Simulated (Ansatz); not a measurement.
Ansatz input file:

```yaml
crystal:
  lattice:
    - [0.0, 2.2541310021, 2.2541310021]
    - [2.2541310021, 0.0, 2.2541310021]
    - [2.2541310021, 2.2541310021, 0.0]
  atoms:
    - { symbol: Nb, position: [0.5, 0.5, 0.5] }
    - { symbol: "N", position: [0.0, 0.0, 0.0] }
basis:
  ecutwfc: 420
kpoints:
  mp_grid: { grid: [16, 16, 16] }
hamiltonian:
  xc: pbe
scf:
  occupations: { method: gaussian, width: 0.1 }
output:
  forces: true
  stress: true
  eigenvalues: true
  write_density: true
  write_potential: true
  elf: true
  volumetric_format: npy
```

Command:
```bash
ansatz run input.yaml --threads 1 --pin off --max-ram 2560MiB --backend cpu --events-out ev --progress --plain --runs-dir out
```

Method: DFT PBE, scalar-relativistic, plane waves, PAW in Ansatz 0.2.0.

Part of what the program printed, abridged (iterations and final results):

```
SCF iter   1: F=—  HF=-4938.143803 eV  |F-HF|=—  |Δ(HF+E_count)|=         —  Δρ=2.35e-3  dr2=5.65e-4  ethr=1.77e-3  ⟨swp⟩=5.2  Hψ=22024  notcnv=0  defer=20
automatic band count: the SCF goes on with 17 bands, as 13 were too few: the levels above may hold too much charge
SCF iter   2: F=—  HF=-4938.143645 eV  |F-HF|=—  |Δ(HF+E_count)|=   1.57e-4  Δρ=1.40e-3  dr2=2.23e-4  ethr=3.14e-6  ⟨swp⟩=2.5  Hψ=4503  notcnv=0  defer=20
SCF iter   3: F=—  HF=-4938.143711 eV  |F-HF|=—  |Δ(HF+E_count)|=   6.61e-5  Δρ=2.22e-4  dr2=8.03e-6  ethr=1.24e-6  ⟨swp⟩=2.2  Hψ=2708  notcnv=0  defer=20
SCF iter   4: F=—  HF=-4938.143708 eV  |F-HF|=—  |Δ(HF+E_count)|=   3.41e-6  Δρ=5.72e-5  dr2=2.35e-7  ethr=4.46e-8  ⟨swp⟩=2.2  Hψ=3265  notcnv=0  defer=20
SCF iter   5: F=-4938.143708 eV  HF=-4938.143708 eV  |F-HF|=1.76e-8  |Δ(HF+E_count)|=   1.94e-7  Δρ=1.21e-5  dr2=2.19e-8  ethr=1.30e-9  ⟨swp⟩=2.0  Hψ=3372  notcnv=0  defer=20
SCF iter   6: F=-4938.143708 eV  HF=-4938.143708 eV  |F-HF|=1.31e-9  |Δ(HF+E_count)|=   6.21e-9  Δρ=3.58e-6  dr2=1.65e-9  ethr=1.21e-10  ⟨swp⟩=7.5  Hψ=13118  notcnv=0
SCF 1 converged in 6 iterations: F = -4938.143708 eV  dr2 = 1.65e-9
SCF converged after 6 iterations
Free energy (F): -4938.143708 eV
Harris-Foulkes:  -4938.143708 eV  (|F-HF|=1.31e-9)
Internal energy: -4938.136913 eV  (E = F + TS)
E sigma→0 (E₀):  -4938.140311 eV
Entropy (-TS):   -0.006795 eV (-3.397 meV/atom)
Fermi energy:    18.887403 eV
--- Per-component energies (eV) ---
  E_band       = -37.691826
  E_kinetic    = 522.995903
  E_local      = -775.708768  (includes V_loc(G=0)·N_el)
  E_nonlocal   = 163.526107
  E_hartree    = 232.991626
  E_xc         = -235.548640
  E_vxc        = -289.347897  (∫ρ·V_xc dr)
  E_paw        = -3199.651655  (= ΣΔE_a)
  E_vpaw       = -125.139656  (= ΣTr[D̂ρ^β])
  E_aug_tail   = 0.000104  (compensation charges beyond the density's cutoff)
  E_ewald      = -1646.741591
  E_smearing   = -0.006795  (= −TS)
--- Forces (eV/Å), atoms counted from 1 ---
  atom   1  Nb     0.00000000     0.00000000     0.00000000
  atom   2  N      0.00000000     0.00000000     0.00000000
--- Stress (GPa, compression-positive) ---
      -15.717529       0.000000       0.000000
        0.000000     -15.717529       0.000000
        0.000000       0.000000     -15.717529
  P = ⅓ Tr σ = -15.7175 GPa (-157.175 kbar)
--- Band table (eV; the first three rows and the last of 145) ---
  k-point 0: bands = ["-37.5483", "-13.2788", "-13.2788", "-13.2788", "1.7786", "15.7771", "15.7771", "15.7771", "17.0713", "17.0713", "17.0713", "18.7450", "18.7450", "21.4546", "28.3077", "40.2626", "40.2626"]
  k-point 1: bands = ["-37.5447", "-13.3111", "-13.2815", "-13.2815", "1.8517", "15.3283", "15.4450", "15.4450", "17.2059", "17.2059", "17.3033", "19.1124", "19.1124", "21.6945", "28.5365", "39.4197", "39.8319"]
  k-point 2: bands = ["-37.5344", "-13.4023", "-13.2895", "-13.2895", "2.0617", "14.4378", "14.7871", "14.7871", "17.5025", "17.5025", "17.6524", "19.9715", "19.9715", "22.3140", "29.1548", "37.8878", "38.6577"]
  k-point 144: bands = ["-37.4213", "-13.7420", "-13.7420", "-13.5649", "3.0421", "12.6547", "13.1497", "13.1497", "18.7947", "18.7947", "21.3392", "21.7860", "22.9561", "29.6462", "29.9959", "29.9959", "33.7292"]
```

The run converged.

Time: 4.8 s on 1 thread of Arm Neoverse V1 (shared host), peak memory 0.33 GiB.